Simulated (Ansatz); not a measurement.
# V in Al(100), 2x2: scattering by a point defect, part 3 of 3

How strong a scatterer is V in Al(100), 2x2, and does relaxation matter?

Ansatz 0.2.0; Ansatz plane-wave DFT, PBE, PAW files, collinear spin; ballistic transport by layer matching (Landauer), zero bias; PAW set soft_1 (the session's first sound run).

So far, resistivity per at.% scaled from this dense plane, with the factor 3/4 for isotropic scattering (µΩ cm): step 3 (resistance at ideal sites) 6.17.

## (5) Transmission after relaxation, relaxed yes

The transmission is solved again on the relaxed atoms.

This step: Ansatz plane-wave DFT, PBE, PAW files, collinear spin; ballistic transport by layer matching (Landauer), zero bias; PAW set soft_1 (Ansatz 0.2.0).

Contents of input.yaml:

```yaml
crystal:
  lattice:
    - [5.7246940741, 0.0, 0.0]
    - [0.0, 5.7246940741, 0.0]
    - [0.0, 0.0, 24.28782]
  atoms:
    - { symbol: Al, position: [0.0, 0.0, 0.0416666667] }
    - { symbol: Al, position: [0.0, 0.5, 0.0416666667] }
    - { symbol: Al, position: [0.5, 0.0, 0.0416666667] }
    - { symbol: Al, position: [0.5, 0.5, 0.0416666667] }
    - { symbol: Al, position: [0.25, 0.25, 0.125] }
    - { symbol: Al, position: [0.25, 0.75, 0.125] }
    - { symbol: Al, position: [0.75, 0.25, 0.125] }
    - { symbol: Al, position: [0.75, 0.75, 0.125] }
    - { symbol: Al, position: [0.0, 0.0, 0.2083333333] }
    - { symbol: Al, position: [0.0, 0.5, 0.2083333333] }
    - { symbol: Al, position: [0.5, 0.0, 0.2083333333] }
    - { symbol: Al, position: [0.5, 0.5, 0.2083333333] }
    - { symbol: Al, position: [0.2491633003, 0.2491633003, 0.2925611152] }
    - { symbol: Al, position: [0.2491633003, 0.7508366997, 0.2925611152] }
    - { symbol: Al, position: [0.7508366997, 0.2491633003, 0.2925611152] }
    - { symbol: Al, position: [0.7508366997, 0.7508366997, 0.2925611152] }
    - { symbol: Al, position: [0.0, 0.0, 0.376244497] }
    - { symbol: Al, position: [0.0, 0.5, 0.3767882981] }
    - { symbol: Al, position: [0.5, 0.0, 0.3767882981] }
    - { symbol: Al, position: [0.5, 0.5, 0.3759428947] }
    - { symbol: Al, position: [0.2475542705, 0.2475542705, 0.4612135992] }
    - { symbol: Al, position: [0.2475542705, 0.7524457295, 0.4612135992] }
    - { symbol: Al, position: [0.7524457295, 0.2475542705, 0.4612135992] }
    - { symbol: Al, position: [0.7524457295, 0.7524457295, 0.4612135992] }
    - { symbol: V, position: [0.0, 0.0, 0.5420399551], spin: 1.0 }
    - { symbol: Al, position: [0.0, 0.5, 0.5420325593] }
    - { symbol: Al, position: [0.5, 0.0, 0.5420325593] }
    - { symbol: Al, position: [0.5, 0.5, 0.5420638653] }
    - { symbol: Al, position: [0.2474729408, 0.2474729408, 0.6228209345] }
    - { symbol: Al, position: [0.2474729408, 0.7525270592, 0.6228209345] }
    - { symbol: Al, position: [0.7525270592, 0.2474729408, 0.6228209345] }
    - { symbol: Al, position: [0.7525270592, 0.7525270592, 0.6228209345] }
    - { symbol: Al, position: [0.0, 0.0, 0.7080237043] }
    - { symbol: Al, position: [0.0, 0.5, 0.7073258384] }
    - { symbol: Al, position: [0.5, 0.0, 0.7073258384] }
    - { symbol: Al, position: [0.5, 0.5, 0.7080059196] }
    - { symbol: Al, position: [0.25, 0.25, 0.7916666667] }
    - { symbol: Al, position: [0.25, 0.75, 0.7916666667] }
    - { symbol: Al, position: [0.75, 0.25, 0.7916666667] }
    - { symbol: Al, position: [0.75, 0.75, 0.7916666667] }
    - { symbol: Al, position: [0.0, 0.0, 0.875] }
    - { symbol: Al, position: [0.0, 0.5, 0.875] }
    - { symbol: Al, position: [0.5, 0.0, 0.875] }
    - { symbol: Al, position: [0.5, 0.5, 0.875] }
    - { symbol: Al, position: [0.25, 0.25, 0.9583333333] }
    - { symbol: Al, position: [0.25, 0.75, 0.9583333333] }
    - { symbol: Al, position: [0.75, 0.25, 0.9583333333] }
    - { symbol: Al, position: [0.75, 0.75, 0.9583333333] }
magnetization:
  spin_polarized: true
kpoints:
  mp_grid: { grid: [4, 4, 1] }
hamiltonian:
  xc: pbe
  pseudopotentials: { kind: paw, azcp: { folder: soft_1 } }
scf:
  occupations: { method: fermi_dirac, width: 0.1 }
output:
  transmission: { leads: [[0, 4]], kmesh: [8, 8], e_range: [-0.05, 0.05], de: 0.05 }
  write_potential: true
  write_density: true
  volumetric_format: npy
```

Run with:

```
> ansatz run input.yaml --threads 4 --pin off --max-ram 15360MiB --backend cpu --events-out ev --progress --plain --runs-dir out
```

Numbers of over 12 decimals in the logs are rounded to 6 here.

The program printed:

```text
[...]
Crystal: 48 atoms, lattice volume = 795.963 Å³
Basis set: ecut = 420 eV, 15629 PW (Γ)
Bands: 126, of which v1, the nominal top of the filled ones, is band 77 counted from 1 (76 counted from 0)
Symmetry: 8 space group operations
[...]
k-points: 6 of 16
[...]
Starting moments: Σ|m| = 1 μB on 1 of 48 sites
[...]
SCF iter   1: F=—  HF=-28177.511153 eV  |F-HF|=—  |Δ(HF+E_count)|=         —  Δρ=1.47e-2 (↑1.47e-2 ↓1.20e-2)  dr2=5.75e0  dr2_m=2.68e-1  M=0.351 μB ∫|m|=0.497 μB  β_m=0.30  ethr=3.10e-3  ⟨swp⟩=6.1  Hψ=6818  notcnv=0  defer=51
[...]
SCF iter  13: F=-28175.676452 eV  HF=-28175.676453 eV  |F-HF|=4.02e-8  |Δ(HF+E_count)|=   2.89e-9  Δρ=8.26e-7 (↑8.26e-7 ↓4.02e-7)  dr2=4.13e-8  dr2_m=3.34e-10  M=0.974 μB ∫|m|=1.394 μB  ethr=7.92e-12  ⟨swp⟩=13.2  Hψ=6898  notcnv=0
SCF 1 converged in 13 iterations: F = -28175.676452 eV  dr2 = 4.13e-8
[...]
transmission: 93 of 930 steps passed
transmission: 186 of 930 steps passed
[...]
transmission: 930 of 930 steps passed
SCF converged after 13 iterations
Magnetization: 0.9737 μB (77.4869 up, 76.5131 down)
Absolute magnetization: 1.3968 μB (∫|ρ↑−ρ↓|, with the PAW one-centre terms)
[...]
Per-site moments (μB) at R_I (Å): [(-0.000684405, 1.180718), (0.000131164, 1.180718), (0.000131164, 1.180718), (0.00183059, 1.180718), (4.128029248655228e-5, 1.180718), (4.128029248652767e-5, 1.180718), (4.1280292486562976e-5, 1.180718), (4.128029248651242e-5, 1.180718), (-8.789883031983458e-5, 1.180718), (-0.00217757, 1.180718), (-0.00217757, 1.180718), (-0.00010859, 1.180718), (0.000808916, 1.176767), (0.000808916, [...]
Free energy (F): -28175.676452 eV
[...]
Internal energy: -28174.917506 eV  (E = F + TS)
E sigma→0 (E₀):  -28175.296979 eV
Entropy (-TS):   -0.758947 eV (-15.811 meV/atom)
Fermi energy:    7.901559 eV
[...]
--- Band table (eV; the first three rows and the last of 12) ---
  k-point 0 ↑: bands = [... 73 lower, 7.2042, 7.2214, 7.2214, 7.2423, 7.2423, 7.2928, 7.3399, 7.3888, ... 45 higher]
  k-point 1 ↑: bands = [... 73 lower, 7.5465, 7.5546, 7.6089, 7.6348, 7.7579, 7.8016, 7.9349, 8.3026, ... 45 higher]
  k-point 2 ↑: bands = [... 73 lower, 7.5949, 7.6104, 7.6870, 7.7022, 7.8066, 7.9676, 8.2067, 8.3478, ... 45 higher]
  k-point 5 ↓: bands = [... 73 lower, 8.1272, 8.3677, 8.3891, 8.3891, 8.5501, 8.5501, 8.6282, 8.8458, ... 45 higher]
--- Transmission ---
  basis      : 293 plane waves across, 31 finite elements along
  points     : 15, standing for a mesh of 8 x 8
[...]
channels       : 6.265625e0 up, 6.265625e0 down
[...]
junction   : crystal 0 to crystal 0, 0.70 to 22.96 Å
    transmission   : 3.465066e0 up, 4.146668e0 down
[...]
```

The job ended after 3.7 min (4 threads of Intel Xeon Platinum 8488C (Sapphire Rapids), shared host; peak memory 2.5 GiB).

This step gave:

| Item | Value |
| --- | --- |
| free energy | -28175.6765 eV |
| energy at zero smearing | -28175.2970 eV |
| Fermi energy | 7.902 eV |
| transmission, spin up | 3.465 |
| transmission, spin down | 4.147 |
| open channels, spin up | 6.266 |
| open channels, spin down | 6.266 |
| step of the lead's potential | 17.9 meV |

Per spin. The transmission, zone mean by energy, zero at the Fermi level:

```csv
energy (eV),T up,T down
-0.0500,3.40,4.19
0.0000,3.47,4.15
0.0500,3.50,3.93
```

Nearest the Fermi level spin up passes 3.47 of 6.27 channels of the lower lead and spin down 4.15 of 6.27.

## (6) Resistance after relaxation

This step: Ansatz plane-wave DFT, PBE, PAW files, collinear spin; ballistic transport by layer matching (Landauer), zero bias; area resistance of the defect plane and resistivity an atomic per cent; PAW set soft_1 (Ansatz 0.2.0).

This step gave:

```
area resistance                                                                                 : 0.4223 fΩ m²
T over the leads' mean channel count                                                            : 0.6123
spin asymmetry γ                                                                                : -0.2143 (R down - R up) / (R down + R up)
resistivity per at.% scaled from this dense plane, with the factor 3/4 for isotropic scattering : 6.260 µΩ cm
```

Averaged over the energies near the Fermi level, 61.2 % of the channels pass, which makes 0.422 fΩ m², against 0.416 on ideal sites.

## (7) What came out

| Quantity | Value |
| --- | --- |
| share of channels that pass, rigid | 0.610 |
| area resistance, rigid | 0.416 fΩ m² |
| resistivity per at.% from the area resistance, times 3/4, rigid | 6.17 µΩ cm |
| share of channels that pass, relaxed | 0.612 |
| area resistance, relaxed | 0.422 fΩ m² |
| resistivity per at.% from the area resistance, times 3/4, relaxed | 6.26 µΩ cm |

**Reading.** The plane of defects adds 0.42 fΩ m². Scaled to one atomic per cent that is 8.3 µΩ cm as it stands and 6.3 with the factor 3/4 for isotropic scattering on a spherical Fermi surface; with the reflection in place of the resistance taken as linear in the density it would be 3.8. These are rough estimates of the dilute value, not bounds. One V in each 2x2 cell reflects 39 % of the lead's channels. The relaxed cell differs by 1.5 % in resistance; between the two runs the lead's own channel count goes from 12.5 to 12.3, so sampling may have a part in it. The defect scatters spin up more strongly (asymmetry -0.21). The defects form a dense periodic sheet that scatters coherently, unlike a dilute random alloy. T and N are means over the solved energies nearest the Fermi level. One magnetic start was tried, and the two spins conduct in parallel without mixing.

[Logs are printed without paths, hosts, clocks, repeated set-up lines and the standing remarks that a program may print on its own settings, such as how far it seeks lower states.]

[Hosts, paths, dates, database ids (printed as entryN), source tags and the programs' standing remarks are cut or masked in the printed files.]
